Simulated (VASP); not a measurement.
# B (P6_3/mmc) in VASP: further runs

The runs below take B through single point, relaxation of cell and atoms, with PBE.

All numbers are computed with VASP 6.6.1; they aren't measurements. Logs are shortened: lines on timing, memory, paths and dates and some standing lists are left out, and cuts for length are marked.

## (1) Starting point

The structure is hexagonal, space group P6_3/mmc (No. 194). The conventional cell has a = 2.932 Å, b = 2.932 Å, c = 10.343 Å, α = 90.00°, β = 90.00°, γ = 120.00°. B (site symmetry 3m) is surrounded by 4 B at 1.77 to 1.88 Å. B (site symmetry -6m2) is surrounded by 3 B at 1.69 Å. Around B (site symmetry -6m2) lie 5 B at 1.69 to 1.77 Å. B (site symmetry -3m) is surrounded by 6 B at 1.88 Å.

The cell was built by a generator and needn't be a form met in nature.

## (2) Single point, PBE

The input, INCAR:

```
SYSTEM = B
ALGO = Fast ; EDIFF = 1E-6
ENCUT = 520 ; GGA = PE
ISIF = 2 ; ISMEAR = 0
LASPH = .TRUE. ; LCHARG = .TRUE.
LELF = .TRUE. ; LREAL = .FALSE.
LVHAR = .TRUE. ; LWAVE = .FALSE.
NBANDS = 26 ; NELM = 60
PREC = Accurate ; SIGMA = 0.1
```

The input, KPOINTS:

```
k-points
0
G
  6 6 2
  0 0 0
```

The input, POSCAR:

```
B
1.0
    2.9319219200      0.0000000000      0.0000000000
   -1.4659609600      2.5391188700      0.0000000000
    0.0000000000      0.0000000000     10.3425477700
B
10
Direct
    0.3333333300      0.6666666700      0.5790258200
    0.6666666700      0.3333333300      0.0790258200
    0.0000000000      0.0000000000      0.7500000000
    0.3333333300      0.6666666700      0.9209741800
    0.0000000000      0.0000000000      0.2500000000
    0.6666666700      0.3333333300      0.4209741800
    0.3333333300      0.6666666700      0.7500000000
    0.0000000000      0.0000000000      0.5000000000
    0.6666666700      0.3333333300      0.2500000000
    0.0000000000      0.0000000000      0.0000000000
```

Potentials or basis: VASP PAW PBE potentials, release 64 (B).

Launch:

```console
> cat potpaw_PBE.64/B/POTCAR > POTCAR
> mpirun -np 1 vasp_std > vasp.out
```

OUTCAR:

```text
SYSTEM = B
   EDIFF = 1E-6
   ENCUT = 520
   GGA = PE
   ISIF = 2
   ISMEAR = 0
   LASPH = .TRUE.
   LREAL = .FALSE.
   NELM = 60
   PREC = Accurate

 ion  position               nearest neighbor table
   1  0.333  0.667  0.579-   7 1.77   8 1.88   8 1.88   8 1.88
   2  0.667  0.333  0.079-   9 1.77  10 1.88  10 1.88  10 1.88
   3  0.000  0.000  0.750-   7 1.69   7 1.69   7 1.69
   4  0.333  0.667  0.921-   7 1.77  10 1.88  10 1.88  10 1.88
   5  0.000  0.000  0.250-   9 1.69   9 1.69   9 1.69
   6  0.667  0.333  0.421-   9 1.77   8 1.88   8 1.88   8 1.88
   7  0.333  0.667  0.750-   3 1.69   3 1.69   3 1.69   4 1.77   1 1.77
   8  0.000  0.000  0.500-   1 1.88   6 1.88   6 1.88   1 1.88   6 1.88   1 1.88
   9  0.667  0.333  0.250-   5 1.69   5 1.69   5 1.69   6 1.77   2 1.77
  10  0.000  0.000  0.000-   2 1.88   4 1.88   2 1.88   4 1.88   2 1.88   4 1.88

  LATTYP: Found a hexagonal cell.
 ALAT       =     2.9319219200
 C/A-ratio  =     3.5275658944

  Lattice vectors:

 A1 = (   2.9319219200,   0.0000000000,   0.0000000000)
 A2 = (  -1.4659609600,   2.5391188700,   0.0000000000)
 A3 = (   0.0000000000,   0.0000000000,  10.3425477700)

Analysis of symmetry for initial positions (statically):
=====================================================================
 Subroutine PRICEL returns:
 Original cell was already a primitive cell.

 Routine SETGRP: Setting up the symmetry group for a
 hexagonal supercell.

 Subroutine GETGRP returns: Found 24 space group operations
 (whereof 12 operations were pure point group operations)
 out of a pool of 24 trial point group operations.

The static configuration has the point symmetry D_3d.
 The point group associated with its full space group is D_6h.

Analysis of symmetry for dynamics (positions and initial velocities):
=====================================================================
 Subroutine PRICEL returns:
 Original cell was already a primitive cell.

 Routine SETGRP: Setting up the symmetry group for a
 hexagonal supercell.

 Subroutine GETGRP returns: Found 24 space group operations
 (whereof 12 operations were pure point group operations)
 out of a pool of 24 trial point group operations.

The dynamic configuration has the point symmetry D_3d.
 The point group associated with its full space group is D_6h.

 Subroutine INISYM returns: Found 24 space group operations
 (whereof 12 operations are pure point group operations),
 and found     1 'primitive' translations

----------------------------------------------------------------------------------------

                                     Primitive cell

  volume of cell :      76.9951

  direct lattice vectors                    reciprocal lattice vectors
     2.931921920  0.000000000  0.000000000     0.341073203  0.196918705  0.000000000
    -1.465960960  2.539118870  0.000000000     0.000000000  0.393837410  0.000000000
     0.000000000  0.000000000 10.342547770     0.000000000  0.000000000  0.096687975

  length of vectors
     2.931921920  2.931921925 10.342547770     0.393837411  0.393837410  0.096687975

  position of ions in fractional coordinates (direct lattice)
     0.333333330  0.666666670  0.579025820
     0.666666670  0.333333330  0.079025820
     0.000000000  0.000000000  0.750000000
     0.333333330  0.666666670  0.920974180
     0.000000000  0.000000000  0.250000000
     0.666666670  0.333333330  0.420974180
     0.333333330  0.666666670  0.750000000
     0.000000000  0.000000000  0.500000000
     0.666666670  0.333333330  0.250000000
     0.000000000  0.000000000  0.000000000

  ion indices of the primitive-cell ions
   primitive index   ion index
                 1           1
                 2           2
                 3           3
                 4           4
                 5           5
                 6           6
                 7           7
                 8           8
                 9           9
                10          10

----------------------------------------------------------------------------------------

 KPOINTS: k-points

Automatic generation of k-mesh.
 Grid dimensions read from file:
 generate k-points for:    6    6    2

 Generating k-lattice:

  Cartesian coordinates                     Fractional coordinates (reciprocal lattice)
     0.056845534  0.032819784  0.000000000     0.166666667  0.000000000  0.000000000
     0.000000000  0.065639568  0.000000000     0.000000000  0.166666667  0.000000000
     0.000000000  0.000000000  0.048343987     0.000000000  0.000000000  0.500000000

  Length of vectors
     0.065639568  0.065639568  0.048343987

  Shift w.r.t. Gamma in fractional coordinates (k-lattice)
     0.000000000  0.000000000  0.000000000

 Subroutine IBZKPT returns following result:
 ===========================================

 Found     14 irreducible k-points:

 Following reciprocal coordinates:
            Coordinates               Weight
  0.000000  0.000000  0.000000      1.000000
[... 69 lines left out ...]
   NGX = 11   NGY = 11   NGZ = 39

 number of electron      30.0000001 magnetization

 Free energy of the ion-electron system (eV)
  ---------------------------------------------------
  ext. energy  EPLUGINS =         0.00000000
  ---------------------------------------------------
  free energy    TOTEN  =       -60.48955193 eV

  energy without entropy =      -60.47578038  energy(sigma->0) =      -60.48266616

 E-fermi :   5.1240     XC(G=0): -11.5501

 val. band max:        5.0482877923   @ k =   0.1667   0.0000   0.0000
 cond. band min:       5.1749516519   @ k =   0.1667   0.1667   0.5000
 fundamental gap:      0.1266638597
 Fermi energy:         5.1240158769

 k-point     1 :       0.0000    0.0000    0.0000
  band No.  band energies     occupation
      1      -9.0991      2.00000
      2      -8.3346      2.00000
      3      -7.5555      2.00000
      4      -5.2052      2.00000
      5      -3.8889      2.00000
      6      -0.1852      2.00000
[... 18 lines left out ...]
     25      13.1120      0.00000
     26      13.1749      0.00000

 k-point     2 :       0.1667    0.0000    0.0000
  band No.  band energies     occupation
      1      -8.5870      2.00000
      2      -7.8198      2.00000
      3      -7.0588      2.00000
      4      -4.7379      2.00000
      5      -3.3726      2.00000
      6       0.2508      2.00000
[... 18 lines left out ...]
     25      13.0501      0.00000
     26      13.9149      0.00000

 k-point     3 :       0.3333    0.0000    0.0000
  band No.  band energies     occupation
      1      -7.0637      2.00000
      2      -6.2836      2.00000
      3      -5.6015      2.00000
      4      -3.3824      2.00000
      5      -1.9101      2.00000
      6      -1.0690      2.00000
[... 18 lines left out ...]
     25      11.5441      0.00000
     26      13.2238      0.00000

 k-point     4 :       0.5000    0.0000    0.0000
  band No.  band energies     occupation
      1      -4.6593      2.00000
      2      -4.6539      2.00000
      3      -3.8188      2.00000
      4      -3.7089      2.00000
      5      -3.0855      2.00000
      6      -3.0845      2.00000
[... 18 lines left out ...]
     25      11.4655      0.00000
     26      12.0794      0.00000
[... 206 lines left out ...]
      1      -7.3135      2.00000
      2      -7.3135      2.00000
      3      -5.0644      2.00000
      4      -5.0644      2.00000
      5      -0.7121      2.00000
      6      -0.7121      2.00000
[... 18 lines left out ...]
     25      13.8592      0.00000
     26      14.1945      0.00000

 k-point    13 :       0.3333    0.1667    0.5000
  band No.  band energies     occupation
      1      -5.3200      2.00000
      2      -5.3200      2.00000
      3      -3.2916      2.00000
      4      -3.2916      2.00000
      5      -2.1680      2.00000
      6      -2.1680      2.00000
[... 18 lines left out ...]
     25      12.9919      0.00000
     26      12.9919      0.00000

 k-point    14 :       0.3333    0.3333    0.5000
  band No.  band energies     occupation
      1      -3.3706      2.00000
      2      -3.3706      2.00000
      3      -2.8742      2.00000
      4      -2.8742      2.00000
      5      -2.5117      2.00000
      6      -2.5117      2.00000
[... 18 lines left out ...]
     25      16.8133      0.00000
     26      16.8820      0.00000

------------------------ aborting loop because EDIFF is reached ----------------------------------------

  FORCE on cell =-STRESS in cart. coord.  units (eV):
  Direction    XX          YY          ZZ          XY          YZ          ZX
  --------------------------------------------------------------------------------------
  -------------------------------------------------------------------------------------
  Total       -2.2643150     -2.2643150    -12.0972981      0.0000000      0.0000000     -0.0000000
  in kB      -47.1177402    -47.1177404   -251.7305903      0.0000000      0.0000000     -0.0000000
  external PRESSURE =    -115.3220237 kB  Pullay stress =       0.0000000 kB

 VOLUME and BASIS-vectors are now :
 -----------------------------------------------------------------------------
  energy-cutoff  :      520.00
  volume of cell :       77.00
      direct lattice vectors                 reciprocal lattice vectors
     2.931921920  0.000000000  0.000000000     0.341073203  0.196918705  0.000000000
    -1.465960960  2.539118870  0.000000000     0.000000000  0.393837410  0.000000000
     0.000000000  0.000000000 10.342547770     0.000000000  0.000000000  0.096687975

 POSITION                                       TOTAL-FORCE (eV/Angst)
 -----------------------------------------------------------------------------------
     -0.00000      1.69275      5.98860         0.000000     -0.000000     -1.165771
      1.46596      0.84637      0.81733         0.000000     -0.000000     -1.165771
      0.00000      0.00000      7.75691        -0.000000      0.000000     -0.000000
     -0.00000      1.69275      9.52522         0.000000      0.000000      1.165771
      0.00000      0.00000      2.58564         0.000000     -0.000000     -0.000000
      1.46596      0.84637      4.35395         0.000000      0.000000      1.165771
     -0.00000      1.69275      7.75691        -0.000000     -0.000000     -0.000000
      0.00000      0.00000      5.17127        -0.000000     -0.000000     -0.000000
      1.46596      0.84637      2.58564         0.000000     -0.000000     -0.000000
      0.00000      0.00000      0.00000        -0.000000     -0.000000     -0.000000
 -----------------------------------------------------------------------------------
    total drift:                               -0.000000      0.000000      0.000000

  FREE ENERGIE OF THE ION-ELECTRON SYSTEM (eV)
  ---------------------------------------------------
  free  energy   TOTEN  =       -60.4895519264 eV

  energy  without entropy=      -60.4757803841  energy(sigma->0) =      -60.48266616
```

Run time: 29 s. Hardware: 1 thread of Intel Xeon Platinum 8488C (Sapphire Rapids), shared host; peak memory 0.19 GiB.

Results:

```yaml
Free_energy: -60.4896 eV
Pressure: -11.5 GPa
Largest_force: 1.166 eV/Å
Band_gap_on_the_k_mesh: none (metal or under the smearing width)
```

Forces in eV/Å, atoms in the order of the input:
```
B    0.000  0.000 -1.166
B    0.000  0.000 -1.166
B    0.000  0.000  0.000
B    0.000  0.000  1.166
B    0.000  0.000  0.000
B    0.000  0.000  1.166
B    0.000  0.000  0.000
B    0.000  0.000  0.000
B    0.000  0.000  0.000
B    0.000  0.000  0.000
```

Caveat: the k mesh is coarse (spacing up to 0.41 Å⁻¹), so the values aren't converged; forces of over 1 eV/Å show positions far from the minimum, so gaps and moduli don't describe the material at rest.

## (3) Single point, PBE

This run uses another cell than the first one, of 6.95 Å³/atom, 0.903 times its volume.

The input, INCAR:

```
  PREC = Accurate
  ENCUT = 520
  EDIFF = 1E-6
  ISMEAR = 0
  SIGMA = 0.1
  LREAL = False
  LASPH = True
  NELM = 60
  ALGO = Normal
  ISIF = 2
  LWAVE = False
  LCHARG = True
  GGA = PE
  LELF = True
  LVHAR = True
  NBANDS = 26
```

The input, KPOINTS:

```
Automatic mesh
0
Gamma
  6 6 2
```

The input, POSCAR:

```
B
1.0
    2.9691969905      0.0000000000      0.0000000000
   -1.4845984953      2.5714000226      0.0000000000
    0.0000000000      0.0000000000      9.1075481911
B
10
Direct
    0.3333333333      0.6666666667      0.5617055611
    0.6666666667      0.3333333333      0.0617055611
    0.0000000000      0.0000000000      0.7500000000
    0.3333333333      0.6666666667      0.9382944389
    0.0000000000      0.0000000000      0.2500000000
    0.6666666667      0.3333333333      0.4382944389
    0.3333333333      0.6666666667      0.7500000000
    0.0000000000      0.0000000000      0.5000000000
    0.6666666667      0.3333333333      0.2500000000
    0.0000000000      0.0000000000      0.0000000000
```

Potentials or basis: VASP PAW PBE potentials, release 64 (B).

Launch:

```console
> cat potpaw_PBE.64/B/POTCAR > POTCAR
> mpirun -np 1 vasp_std > vasp.out
```

Run time: 26 s. Hardware: 1 thread of Intel Xeon Platinum 8488C (Sapphire Rapids), shared host; peak memory 0.17 GiB.

Results (log left out):

- Free energy: -61.8658 eV
- Pressure: -0.2 GPa
- Largest force: 0.035 eV/Å
- Band gap on the k mesh: none (metal or under the smearing width)

Forces on the atoms (eV/Å):
```
B    0.000  0.000 -0.035
B    0.000  0.000 -0.035
B    0.000  0.000  0.000
B    0.000  0.000  0.035
B    0.000  0.000  0.000
B    0.000  0.000  0.035
B    0.000  0.000  0.000
B    0.000  0.000  0.000
B    0.000  0.000  0.000
B    0.000  0.000  0.000
```

Stress tensor (GPa, compression positive):
```
-0.10  0.00  0.00
 0.00 -0.10  0.00
 0.00  0.00 -0.27
```

Levels at points of the mesh, in eV from the Fermi level:
```tsv
k point	band 13	band 14	band 15	band 16	band 17	band 18
(0.00, 0.00, 0.00)	-0.90	0.36	0.36	1.76	1.76	2.15
(0.50, 0.00, 0.00)	-2.33	-1.22	-0.84	0.89	0.95	1.53
(0.00, 0.00, 0.50)	-0.18	-0.18	1.26	1.26	2.03	2.03
(0.50, 0.00, 0.50)	-1.62	-1.62	-1.47	-1.47	1.78	1.78
```

Caveat: the k mesh is coarse (spacing up to 0.41 Å⁻¹), so the values aren't converged.

## (4) Relaxation of cell and atoms, PBE

The input, INCAR:

```
PREC = Accurate
ENCUT = 600
EDIFF = 1E-7
ISMEAR = 0
SIGMA = 0.1
LREAL = False
LASPH = True
NELM = 80
ALGO = Normal
ISIF = 3
LWAVE = False
LCHARG = False
GGA = PE
IBRION = 2
NSW = 90
EDIFFG = -0.04
```

The input, KPOINTS:

```
regular mesh
0
Gamma
  6 6 2
```

The input, POSCAR:

```
B
1.0
    2.9319219200      0.0000000000      0.0000000000
   -1.4659609600      2.5391188700      0.0000000000
    0.0000000000      0.0000000000     10.3425477700
B
10
Direct
    0.3333333300      0.6666666700      0.5790258200
    0.6666666700      0.3333333300      0.0790258200
    0.0000000000      0.0000000000      0.7500000000
    0.3333333300      0.6666666700      0.9209741800
    0.0000000000      0.0000000000      0.2500000000
    0.6666666700      0.3333333300      0.4209741800
    0.3333333300      0.6666666700      0.7500000000
    0.0000000000      0.0000000000      0.5000000000
    0.6666666700      0.3333333300      0.2500000000
    0.0000000000      0.0000000000      0.0000000000
```

Launch:

```console
> cat potpaw_PBE.64/B/POTCAR > POTCAR
> mpirun -np 1 vasp_std > vasp.out
```

It took 2.9 min on 1 thread of Intel Xeon Platinum 8488C (Sapphire Rapids), shared host; peak memory 0.19 GiB.

It converged, with:

* Free energy: -61.8881 eV
* Relaxed volume: 6.90 Å³/atom
* Relaxed cell: a = 2.980 Å, b = 2.980 Å, c = 8.976 Å, α = 90.00°, β = 90.00°, γ = 120.00°
* Space group after relaxing (to 0.05 Å): P6_3/mmc (No. 194)
* Energy gained by relaxing: 139.1 meV/atom
* Ionic steps: 9
* Pressure after relaxing: 0.1 GPa
* Largest force after relaxing: 0.023 eV/Å
* Band gap on the k mesh: none (metal or under the smearing width)

Forces in eV/Å, atoms in the order of the input:
```
B    0.000  0.000 -0.023
B    0.000  0.000 -0.023
B    0.000  0.000  0.000
B    0.000  0.000  0.023
B    0.000  0.000  0.000
B    0.000  0.000  0.023
B    0.000  0.000  0.000
B    0.000  0.000  0.000
B    0.000  0.000  0.000
B    0.000  0.000  0.000
```

Stress tensor (GPa, compression positive):
```
 0.24  0.00  0.00
 0.00  0.24  0.00
 0.00  0.00 -0.18
```

Step by step:
```
step  energy change (eV)  largest force (eV/Å)  pressure (GPa)  volume (Å³)
   1              0.0000                1.1653          -11.56        77.00
   2             -0.7601                1.2481            1.53        70.91
   3             -0.9694                0.8805           19.26        65.24
   4             -0.9800                1.0314           13.16        66.86
   5             -1.3067                0.3468            8.29        67.14
   6             -1.3538                0.0466            6.50        67.23
   7             -1.3896                0.0184            0.91        68.83
   8             -1.3899                0.0277            0.36        69.00
   9             -1.3908                0.0229            0.10        69.05
```

Final structure:
```
CELL_PARAMETERS angstrom
2.98028 0.00000 0.00000
-1.49014 2.58100 0.00000
0.00000 0.00000 8.97647
ATOMIC_POSITIONS crystal
B 0.33333 0.66667 0.56184
B 0.66667 0.33333 0.06184
B 0.00000 0.00000 0.75000
B 0.33333 0.66667 0.93815
B 0.00000 0.00000 0.25000
B 0.66667 0.33333 0.43816
B 0.33333 0.66667 0.75000
B 0.00000 0.00000 0.50000
B 0.66667 0.33333 0.25000
B 0.00000 0.00000 0.00000
```

Levels at points of the mesh, in eV from the Fermi level:
| k point | band 12 | band 13 | band 14 | band 15 | band 16 | band 17 | band 18 | band 19 |
| --- | --- | --- | --- | --- | --- | --- | --- | --- |
| (0.00, 0.00, 0.00) | -1.11 | -1.09 | 0.23 | 0.23 | 1.72 | 1.72 | 2.08 | 2.08 |
| (0.50, 0.00, 0.00) | -5.32 | -2.50 | -1.31 | -0.86 | 0.84 | 1.10 | 1.36 | 3.60 |
| (0.00, 0.00, 0.50) | -0.32 | -0.32 | -0.32 | 1.50 | 1.50 | 1.98 | 1.98 | 1.98 |
| (0.50, 0.00, 0.50) | -4.12 | -1.71 | -1.71 | -1.47 | -1.47 | 1.62 | 1.62 | 3.99 |

Caveat: the k mesh is coarse (spacing up to 0.41 Å⁻¹), so the values aren't converged.

## (5) Overview

| task | cell | cutoff (eV) | gap on the mesh (eV) | pressure (GPa) | largest force (eV/Å) |
| --- | --- | --- | --- | --- | --- |
| single point | P6_3/mmc, 7.7 Å³/atom | 520 | none | -11.5 | 1.17 |
| single point | P6_3/mmc, 6.95 Å³/atom | 520 | none | -0.2 | 0.04 |
| relaxation of cell and atoms | relaxed | 600 | none | 0.1 | 0.02 |

Alike in all rows: level PBE; potentials or basis VASP PAW PBE potentials, release 64 (B); no spin polarisation; k mesh 6 × 6 × 2; smearing gaussian 0.1 eV; the mesh is coarse, so values aren't converged.

Caveats: all runs use coarse meshes; forces of over 1 eV/Å show positions far from the minimum, so gaps and moduli don't describe the material at rest (some runs).

Total energies depend on the potentials used, so only differences within one code and one set of settings carry meaning.
